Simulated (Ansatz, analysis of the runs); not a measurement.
# A defect in a wire: W wire along [111], 4 atoms a period, Mg in place of one W, part 4 of 4

Wanted: the relaxed defect and the transmission past it, beside the channels of the perfect wire.

Ansatz 0.2.0; DFT PBE, plane waves, PAW; relaxation of a wire's period (the session's first sound run).

So far, channels at the energy nearest the Fermi level, one spin: step 3 (the wire at its relaxed period) 5.

## (5) Transmission (continued)

Level of this step: DFT PBE, plane waves, PAW; transmission of a junction in a wire (Ansatz).

Electrostatic potential energy in the ca plane at fractional y = 0.488, with atoms of W and Mg within 0.2 Å of it. With pseudopotentials it is smooth inside the atoms' cores, unlike the true potential.

Ten even steps from '0' (-64 eV) to '9' (6 eV), each cell a mean:
```
99999999999999999999999999999999999999999999
99999999999999999999999999999999999999999999
99999999999999999999999999999999999999999999
99999999999999999999999999999999999999999999
99999999999999999999999999999999999999999999
76789987667899876789998778999877789987678998
21258873113788521268874225898521378862125887
00037861001687300047851002687200158840003786
21258873113788510258862003787410268862125887
76689987667899865689986557898765789987678998
98888999988899998888998888899988889999888899
99888889988888999888889998888899888889988888
99888899988888999888889998888899888899988889
88889998888899988889999999999988889998888999
54478986446898644689999999999754578875457898
10047862002687300268998788998510148851004786
10037862002686200168984126898400047841004786
43468985335888533579972005898632368874346898
88889998888999877899986457899887889998889999
99999999999999999999998889999999999999999999
99999999999999999999999999999999999999999999
99999999999999999999999999999999999999999999
99999999999999999999999999999999999999999999
99999999999999999999999999999999999999999999
```
Columns run along c (16.0 Å, from fractional 0.10 to 0.76 of the cell; values clipped at the 3rd and 97th percentile), rows up along a (11.3 Å). Atoms in or near the plane, at fractional coordinates: W at (0.11, 0.32), W at (0.11, 0.68), W at (0.22, 0.32), W at (0.22, 0.68), W at (0.33, 0.32), W at (0.33, 0.67), Mg at (0.44, 0.27), W at (0.44, 0.67), W at (0.56, 0.32), W at (0.56, 0.67), W at (0.67, 0.32), W at (0.67, 0.68).

ELF in the ca plane at fractional y = 0.488, with atoms of W and Mg within 0.2 Å of it. It is the smooth field of the valence electrons, not physical close to the nuclei.

Ten even steps from '0' (0.00) to '9' (0.78), each cell a mean:
```
00000000000000000000000000000000000000000000
00000000000000000000000000000000000000000000
10112221111222110011111001111100122211111222
11124532112344211123431112343111235421112443
11125642112465311125531112464211246531113564
34434633443365234325632332464234336523543463
87864547787454587755546885464688745557785454
72674458438544761674468348455853854477267445
77753436777333576753348677343677743347775333
34444433444444344434434554454344444433444443
55544555555445555545555445555555555555554455
44334544433345444334555544455444334544433454
55434555543345554335554444455444444545543455
44555554455455444555655555565555555544455555
56543434664343355444555445554345534435654443
85763348658444766843431112443675764468477334
74674458558555854853413442253772674577377445
68744535785354578635514343264478744546874453
22235632222353223247722431496323224522223564
11235642212353211258972114897321124431123564
11124532111232111247998779996311112321123453
00112221100111000124688888864210001110111222
00000000000000000001234444321000000000000000
00000000000000000000000000000000000000000000
```
Columns run along c (16.0 Å, from fractional 0.10 to 0.76 of the cell), rows up along a (11.3 Å). Atoms in or near the plane, at fractional coordinates: W at (0.11, 0.32), W at (0.11, 0.68), W at (0.22, 0.32), W at (0.22, 0.68), W at (0.33, 0.32), W at (0.33, 0.67), Mg at (0.44, 0.27), W at (0.44, 0.67), W at (0.56, 0.32), W at (0.56, 0.67), W at (0.67, 0.32), W at (0.67, 0.68).

By hand: the program gives 2.2016 × 10^14 S/m² over the cell's cross-section of 105.92 Å² = 1.059 × 10^-18 m², so one cell conducts 2.332 × 10^-4 S. Divided by G0 = 2e²/h = 7.748 × 10^-5 S this is 3.01 G0, a resistance of 4.29 kΩ.

The conductance is 3.01 G₀, with 5 channels a spin open in the lead. The lead's Hamiltonian steps by 19.4 meV, which the program lets pass, though it counts in the error estimate. The largest term of the program's error estimate is 7 %.

## (6) Conductance and thermopower from T(E)

This step: Landauer integrals over the computed T(E), interpolated linearly between its energies (analysis of the runs above).

Conductance and thermopower are moments of T(E) over the thermal window; sliding the window along E stands for a gate that leaves T(E) rigid.

This step gave:

| Item | Value |
| --- | --- |
| conductance at 300 K, interpolated from T(E) | 3.010 G₀ |
| thermopower at 300 K | -11.27 μV/K |
| Lorenz number over L0 | 0.9686 |

T(E) held rigid; rough near sharp steps of T(E). Conductance at 300 K against shift of the leads' level:

```csv
shift of the leads' level (eV),conductance at 300 K (G₀)
-0.900,3.96
-0.850,4.30
-0.800,4.37
-0.700,4.23
-0.650,4.07
-0.600,3.82
-0.550,3.47
-0.450,2.68
-0.400,2.37
-0.350,2.08
-0.300,2.06
-0.200,2.35
-0.150,2.47
-0.100,2.58
-0.050,2.76
0.050,3.22
0.100,3.21
0.150,2.87
0.200,2.44
0.300,2.29
0.350,2.37
0.400,2.51
0.450,2.87
0.550,3.30
0.600,3.49
0.650,3.69
0.700,3.89
0.800,4.48
0.850,4.56
0.900,4.47
```

T(E) held rigid; rough near sharp steps of T(E). Thermopower at 300 K against shift of the leads' level:

shift of the leads' level (eV), thermopower at 300 K (μV/K) and a bar from the least value:
```
   -0.900      -21.7 
   -0.850       -6.7 ###########
   -0.800       -0.6 ###############
   -0.700        4.5 ##################
   -0.650        7.3 ####################
   -0.600       11.5 #######################
   -0.550       16.2 ###########################
   -0.450       18.1 ############################
   -0.400       18.8 #############################
   -0.350       11.8 ########################
   -0.300       -6.6 ###########
   -0.200       -7.2 ##########
   -0.150       -7.2 ##########
   -0.100       -7.7 ##########
   -0.050      -11.4 #######
    0.050       -4.8 ############
    0.100        7.5 #####################
    0.150       20.9 ##############################
    0.200       17.0 ###########################
    0.300       -2.4 ##############
    0.350       -6.5 ###########
    0.400      -14.2 #####
    0.450      -18.1 ##
    0.550       -6.9 ##########
    0.600       -8.6 #########
    0.650       -7.9 ##########
    0.700       -9.4 #########
    0.800       -5.7 ###########
    0.850        0.3 ###############
    0.900        6.4 ####################
```

The two levels move by half the bias each and T(E) is held rigid. Table of current from the zero-bias T(E) by bias:

```csv
bias (V),current from the zero-bias T(E) (μA)
0.000,0
0.100,23.3
0.200,46.1
0.300,67.8
0.400,87.4
0.500,105
0.600,123
0.700,139
0.800,157
0.900,178
1.000,200
1.100,226
1.200,253
1.300,282
1.400,313
1.500,345
1.600,379
1.700,413
1.800,447
1.900,477
```

By hand, Mott's formula: S = −(π²k²T/3e) d ln T/dE, and π²k²T/3e = 7.33 μV/K × eV at 300 K. The computed T is 2.59 at -0.070 eV and 3.40 at +0.070 eV, so d ln T/dE ≈ 1.96 per eV and S ≈ -14.4 μV/K, against -11.3 from the integrals. The two differ since ln T is not straight over the thermal window.

The thermopower is -11.3 μV/K. The Lorenz ratio is 0.97, where the Wiedemann-Franz law gives 1. Moving the level by up to 0.1 eV either way gives -11 to 7.5 μV/K.

## (7) What came out

- conductance of the perfect wire: 5.00 G₀
- conductance, Mg in place of one W: 3.01 G₀
- thermopower, Mg in place of one W: -11.3 μV/K

Summed over the computed window, 58 % of the lead's open channels pass the defect; the conductance at 300 K is 3.01 G₀. With Mg in place of one W, 60 % of the conductance of that run's own lead (4.99 G₀) is left. Transport is coherent and elastic here: the atoms are frozen, so scattering by vibrations plays no part. Spin-orbit coupling is left out, which matters for the bands of heavy atoms. A junction with open d shells ran without spin, after the few moments seeded in its relaxation died away; moments on all d atoms were not tried. A cutoff under the files' recommended one was taken to save time; its effect on T(E) was not tested here.

[Logs are printed without paths, hosts, clocks, repeated set-up lines and the standing remarks that a program may print on its own settings, such as how far it seeks lower states.]

[Hosts, paths, dates, database ids (printed as entryN), source tags and the programs' standing remarks are cut or masked in the printed files.]
